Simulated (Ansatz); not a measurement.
# BAs: pressure against volume per atom

All results are calculated (Ansatz 0.2.0). Periodic Kohn-Sham DFT of a crystal at fixed atoms; pressure and stress are positive in compression; the energy is the free energy less that of spherical unpolarised free atoms; site moments are those in the method's own spheres, positive along +z.

Cell of the first row (space group F-43m, No. 216):
```
BAs
1.0
      0.0000     2.3397     2.3397
      2.3397     0.0000     2.3397
      2.3397     2.3397     0.0000
B As
1 1
Direct
  0.00000 0.00000 0.00000
  0.75000 0.75000 0.75000
```

Settings of every row: method frozen-core PAW; functional LDA; relativity scalar; k mesh 13x13x13; filling fermi-dirac; smearing width 0.05 eV; wave cutoff 420 eV; paw set soft_2.

Atom start moment: 0 on all atoms.

Limits: PAW files made with PBE.

```csv
row,volume per atom (Å³),pressure (GPa)
1,12.809,5.289
2,13.081,?
3,13.354,-1.168
4,13.49,-2.583
5,13.626,-3.926
6,13.762,-5.2
7,13.899,-6.409
8,14.171,-8.645
9,14.444,-10.657
```

Question: what pressure should row 2 give?

Worked fit of pressure. Take u = (V_r/V)^(2/3) − 1 with V_r = 13.694 Å³ an atom, which is twice the finite (Eulerian) strain; such expansions in the strain, on which the Birch-Murnaghan equation of state is built, carry the rest volume and the bulk modulus. The shown rows have u = 0.04555, 0.0169, 0.01006, 0.00332, -0.0033, -0.00986, -0.02257, -0.03492. Least squares give pressure = −4.5693 + 192.524 × u + 524.01 × u² GPa; a straight line predicts inner rows, each left out in turn, worse (root mean square 0.27 against 0.0047 GPa). The rows lie off it by 0.002, -0.002, -0.004, -0.002, -0.001, 0.008, 0.003, -0.004 (root mean square 0.0038 GPa). The pressure vanishes at u = 0.0224, or V = 13.25 Å³ an atom, and there the bulk modulus at fixed shape and fractions is B = −V dP/dV = (2/3)(1 + u) dP/du = 147 GPa. The withheld row has u = 0.031, so the fit gives −4.5693 + 192.524 × (0.031) + 524.01 × (0.031)² = 1.903 GPa.

The calculation gave 1.892 GPa. The fit lies 0.011 GPa (0.069 % of the column's range) above it; its largest miss of a shown row is 0.008 GPa.
